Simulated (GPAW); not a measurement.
Mg, 2 atoms in the cell. It takes space group P6_3/mmc (No. 194, hexagonal). The conventional cell has a = 3.209 Å, b = 3.209 Å, c = 5.210 Å, α = 90.00°, β = 90.00°, γ = 120.00°. Around Mg (site symmetry -6m2) lie 12 Mg at 3.20 to 3.21 Å. 

| Quantity | Value |
| --- | --- |
| Program | GPAW 26.7.0 |
| Task | band structure |
| Functional | LDA |
| Potentials or basis | the program's PAW data sets (release 1.2.1) made for this functional |
| Cutoff | 800 eV |
| Basis | pw |
| k mesh | 7 × 7 × 4 |
| Occupations | fermi-dirac, width 0.05 eV |
| Spin | no spin polarisation |
| Maxiter | 150 |
| Band path | GMKGALHA,LM,KH |
| Band points | 80 |

Potentials or basis: the program's PAW data sets (release 1.2.1) made for this functional, pw.

The run is started by

```bash
$ OMP_NUM_THREADS=1 python run.py
```

Hardware: 1 thread of Arm Neoverse V2, on a shared host.

How long does it take, and how much memory?

Wall time 49 s on 1 thread of Arm Neoverse V2 (shared host), peak memory 0.32 GiB. Counts: scf iterations 13, plane waves 2424, bands 19, k points 28.
